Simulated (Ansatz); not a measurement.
The system is Pb.

```
Pb
1.0
     0.00000    2.47502    2.47502
     2.47502    0.00000    2.47502
     2.47502    2.47502    0.00000
Pb
1
Cartesian
  0.0000 0.0000 0.0000
```

Base run:

- Program: Ansatz 0.2.0
- Functional: LDA
- Potentials or basis: all-electron LAPW, scalar-relativistic
- Cutoff: 154 eV
- Density cutoff: 618 eV
- Basis error allowed: 0.001 eV/atom
- k mesh: 9 × 9 × 9
- Occupations: fermi-dirac, width 0.05 eV
- Spin: no spin polarisation

Its results: pressure -2.2 GPa.

The run is repeated on the same cell with these changes: functional from LDA to BLYP. What comes out?

Pressure 5.9 GPa.

BLYP binds less tightly than LDA, so the same cell stands under more pressure.

Not every run made on this cell is shown here.
